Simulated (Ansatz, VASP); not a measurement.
## Two plane-wave programs on ZnS (Wurtzite-4H)

```
CELL_PARAMETERS angstrom
3.82270 0.00000 0.00000
-1.91135 3.31056 0.00000
0.00000 0.00000 12.52000
ATOMIC_POSITIONS crystal
Zn 0.66667 0.33333 0.75000
Zn 0.33333 0.66667 0.25000
Zn 0.00000 0.00000 0.50000
Zn 0.00000 0.00000 0.00000
S 0.66667 0.33333 0.93750
S 0.33333 0.66667 0.43750
S 0.00000 0.00000 0.68750
S 0.00000 0.00000 0.18750
```

Alike in both runs: task relaxation of cell and atoms; functional PBE; dispersion D3(BJ); k mesh 8 × 8 × 3; occupations fermi-dirac, width 0.05 eV; no spin polarisation.

|  | VASP | Ansatz |
| --- | --- | --- |
| version | VASP 6.6.1 | Ansatz 0.2.0 |
| potentials or method | VASP PAW PBE potentials, release 64 (Zn, S) | Ansatz PAW |
| plane-wave cutoff (eV) | 600 | 420 |
| valence electrons in the cell | 72 | 72 |

|  | VASP | Ansatz | Ansatz less VASP |
| --- | --- | --- | --- |
| gap on the k mesh at the Fermi level, each at its own relaxed structure (eV) | 2.21 | 2.21 | +0.006 |
| relaxed volume (Å³/atom) | 19.48 | 19.42 | -0.056 |
| relaxed cell length with the largest relative difference (Å) | 3.802 | 3.798 | -0.0042 |
| energy change over the relaxation (meV/atom) | -1 | -2 | -0.4 |

Caveats: an odd mesh through Γ misses points on the zone boundary, where band edges often lie (VASP); odd divisions of the mesh miss points on the zone boundary, where band edges often lie, so the gap on the mesh can be too wide (Ansatz); the plane-wave basis is chosen anew once the cell has moved, so the energies of steps on either side of that aren't comparable (Ansatz). As with any semilocal functional, this PBE gap is likely too small.
